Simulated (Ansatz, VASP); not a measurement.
# SnO in VASP and in Ansatz

```xyz
4
Lattice="3.9378 0.0000 0.0000 0.0000 3.9378 0.0000 0.0000 0.0000 4.5736" Properties=species:S:1:pos:R:3 pbc="T T T"
Sn    0.0000    1.9689    1.1445
Sn    1.9689    0.0000    3.6108
O     0.0000    0.0000   -0.0909
O     1.9689    1.9689   -0.0909
```

Alike in both runs: task single point; functional PBE; k mesh 12 × 12 × 10; occupations gaussian, width 0.1 eV; no spin polarisation.

|  | VASP | Ansatz |
| --- | --- | --- |
| version | VASP 6.6.1 | Ansatz 0.2.0 |
| potentials or method | VASP PAW PBE potentials, release 64 (Sn_d, O) | scalar-relativistic, plane waves, PAW |
| plane-wave cutoff (eV) | 520 | 420 |
| valence electrons in the cell | 40 | 40 |

```tsv
	VASP	Ansatz	Ansatz less VASP
gap on the k mesh at the Fermi level (eV)	0.57	0.57	-0.001
least direct gap on the mesh (eV)	1.30	1.32	+0.018
pressure (GPa)	4.2	3.9	-0.24
largest component of the traceless stress (GPa)	1.85	1.92	+0.076
rms of the force components (eV/Å)	0.847	0.824	-0.0227
```

Atom by atom the forces differ by 0.032 eV/Å (rms over components). The functional is the same, so the differences come from potentials, cutoffs and numerics.

Caveats: spin-orbit coupling is left out, which moves the levels of the heavy elements; forces of over 1 eV/Å show positions far from the minimum, so gaps and moduli don't describe the material at rest. A k mesh can miss the band edges.
